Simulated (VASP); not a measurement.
# Sb (Pm-3m) in VASP: further runs, part 2 of 2

VASP 6.6.1.

## (8) Equation of state, PBE

This step only gathers the single runs of the series.

Results:

- Equilibrium volume: 30.19 Å³/atom
- Bulk modulus: 58 GPa
- Pressure derivative of the bulk modulus: 4.8

Energy against volume, from the lowest point:
| volume (Å³/atom) | energy (meV/atom) |
| --- | --- |
| 29.661 | 1.69 |
| 30.292 | 0.00 |
| 30.923 | 2.98 |
| 31.554 | 10.11 |
| 32.186 | 20.89 |
| 32.817 | 34.92 |
| 33.448 | 51.81 |

Spin-orbit coupling is left out, which matters for the levels of Sb.

## (9) Equation of state, PBEsol, 29.66 Å³/atom (volume scaled by 0.94)

Contents of INCAR:

```
SYSTEM = Sb
PREC     = Accurate       ! precision mode
ENCUT    = 520            ! plane-wave cutoff, eV
EDIFF    = 1E-7           ! SCF threshold, eV
ISMEAR   = -1             ! smearing method
SIGMA    = 0.05           ! smearing width, eV
LREAL    = .FALSE.        ! projectors in reciprocal space
LASPH    = .TRUE.         ! aspherical terms in the spheres
NELM     = 80             ! most SCF steps
ALGO     = Normal         ! electronic algorithm
ISIF     = 2              ! what is computed and relaxed
LWAVE    = .FALSE.        ! write WAVECAR
LCHARG   = .FALSE.        ! write CHGCAR
GGA      = PS             ! functional
NBANDS   = 8              ! bands
```

Contents of KPOINTS:

```
Automatic mesh
0
G
  8 8 8
  0 0 0
```

Contents of POSCAR:

```
Sb
1.0
    3.0954921035      0.0000000000      0.0000000000
    0.0000000000      3.0954921035      0.0000000000
    0.0000000000      0.0000000000      3.0954921035
Sb
1
Direct
    0.0000000000      0.0000000000      0.0000000000
```

Potentials or basis: VASP PAW PBE potentials, release 64 (Sb).

Launch:

```
$ cat potpaw_PBE.64/Sb/POTCAR > POTCAR
$ mpirun -np 1 vasp_std > vasp.out
```

Run time: 4.2 s. Hardware: 1 thread of Intel Xeon Platinum 8259CL at 2.50GHz (Skylake/Cascade Lake), shared host; peak memory 0.14 GiB.

The run converged. Its results:

```
Free energy            : -4.5153 eV
Pressure               : -1.5 GPa
Band gap on the k mesh : none (metal or under the smearing width)
```

Caveat: the PAW data sets were made with another functional, which shifts forces and pressure a little.

## (10) Equation of state, PBEsol, 30.29 Å³/atom (volume scaled by 0.96)

INCAR is that of step 9.

KPOINTS is that of step 9.

Contents of POSCAR:

```
Sb
1.0
    3.1172920620      0.0000000000      0.0000000000
    0.0000000000      3.1172920620      0.0000000000
    0.0000000000      0.0000000000      3.1172920620
Sb
1
Direct
    0.0000000000      0.0000000000      0.0000000000
```

Launch:

```
$ cat potpaw_PBE.64/Sb/POTCAR > POTCAR
$ mpirun -np 1 vasp_std > vasp.out
```

Run time: 4.6 s. Hardware: 1 thread of Intel Xeon Platinum 8259CL at 2.50GHz (Skylake/Cascade Lake), shared host; peak memory 0.13 GiB.

The run converged. Its results:

- Free energy: -4.5069 eV
- Pressure: -2.7 GPa
- Band gap on the k mesh: none (metal or under the smearing width)

Caveat: the PAW data sets were made with another functional, which shifts forces and pressure a little.

## (11) Equation of state, PBEsol, 30.92 Å³/atom (volume scaled by 0.98)

INCAR is that of step 10.

KPOINTS is that of step 10.

Contents of POSCAR:

```
Sb
1.0
    3.1387913073      0.0000000000      0.0000000000
    0.0000000000      3.1387913073      0.0000000000
    0.0000000000      0.0000000000      3.1387913073
Sb
1
Direct
    0.0000000000      0.0000000000      0.0000000000
```

Launch:

```
$ cat potpaw_PBE.64/Sb/POTCAR > POTCAR
$ mpirun -np 1 vasp_std > vasp.out
```

Run time: 4.3 s. Hardware: 1 thread of Intel Xeon Platinum 8259CL at 2.50GHz (Skylake/Cascade Lake), shared host; peak memory 0.14 GiB.

It converged, with:

| Quantity | Value |
| --- | --- |
| Free energy | -4.4943 eV |
| Pressure | -3.7 GPa |
| Band gap on the k mesh | none (metal or under the smearing width) |

Caveat: the PAW data sets were made with another functional, which shifts forces and pressure a little.

## (12) Equation of state, PBEsol, 32.19 Å³/atom (volume scaled by 1.02)

INCAR is that of step 11.

KPOINTS is that of step 11.

Contents of POSCAR:

```
Sb
1.0
    3.1809277622      0.0000000000      0.0000000000
    0.0000000000      3.1809277622      0.0000000000
    0.0000000000      0.0000000000      3.1809277622
Sb
1
Direct
    0.0000000000      0.0000000000      0.0000000000
```

Potentials or basis: VASP PAW PBE potentials, release 64 (Sb).

Launch:

```
$ cat potpaw_PBE.64/Sb/POTCAR > POTCAR
$ mpirun -np 1 vasp_std > vasp.out
```

It took 5.1 s on 1 thread of Intel Xeon Platinum 8259CL at 2.50GHz (Skylake/Cascade Lake), shared host; peak memory 0.14 GiB.

It converged, with:

```yaml
Free_energy: -4.4580 eV
Pressure: -5.4 GPa
Band_gap_on_the_k_mesh: none (metal or under the smearing width)
```

Caveat: the PAW data sets were made with another functional, which shifts forces and pressure a little.

## (13) Equation of state, PBEsol, 32.82 Å³/atom (volume scaled by 1.04)

INCAR is that of step 12.

KPOINTS is that of step 12.

Contents of POSCAR:

```
Sb
1.0
    3.2015837161      0.0000000000      0.0000000000
    0.0000000000      3.2015837161      0.0000000000
    0.0000000000      0.0000000000      3.2015837161
Sb
1
Direct
    0.0000000000      0.0000000000      0.0000000000
```

Launch:

```
$ cat potpaw_PBE.64/Sb/POTCAR > POTCAR
$ mpirun -np 1 vasp_std > vasp.out
```

It took 5.1 s on 1 thread of Intel Xeon Platinum 8259CL at 2.50GHz (Skylake/Cascade Lake), shared host; peak memory 0.13 GiB.

The run converged. Its results:

```
Free energy            : -4.4352 eV
Pressure               : -6.1 GPa
Band gap on the k mesh : none (metal or under the smearing width)
```

Caveat: the PAW data sets were made with another functional, which shifts forces and pressure a little.

## (14) Equation of state, PBEsol, 33.45 Å³/atom (volume scaled by 1.06)

INCAR is that of step 13.

KPOINTS is that of step 13.

Contents of POSCAR:

```
Sb
1.0
    3.2219765189      0.0000000000      0.0000000000
    0.0000000000      3.2219765189      0.0000000000
    0.0000000000      0.0000000000      3.2219765189
Sb
1
Direct
    0.0000000000      0.0000000000      0.0000000000
```

Launch:

```
$ cat potpaw_PBE.64/Sb/POTCAR > POTCAR
$ mpirun -np 1 vasp_std > vasp.out
```

Wall time 4.1 s (1 thread of Intel Xeon Platinum 8259CL at 2.50GHz (Skylake/Cascade Lake), shared host); peak memory 0.14 GiB.

The run converged. Its results:

```yaml
Free_energy: -4.4098 eV
Pressure: -6.7 GPa
Band_gap_on_the_k_mesh: none (metal or under the smearing width)
```

Caveat: the PAW data sets were made with another functional, which shifts forces and pressure a little.

## (15) Equation of state, PBEsol

Potentials or basis: VASP PAW PBE potentials, release 64 (Sb).

No new run: the results of the series are fitted here.

Results:

```
Equilibrium volume : 28.95 Å³/atom (rough: see the caveat)
Bulk modulus       : 66 GPa (rough)
```

Energy against volume, from the lowest point:
```csv
volume (Å³/atom),energy (meV/atom)
29.661,0.00
30.292,8.34
30.923,21.00
31.554,37.48
32.186,57.31
32.817,80.09
33.448,105.45
```

Caveat: the minimum lies outside the volumes run; the PAW data sets were made with another functional, which shifts forces and pressure a little.
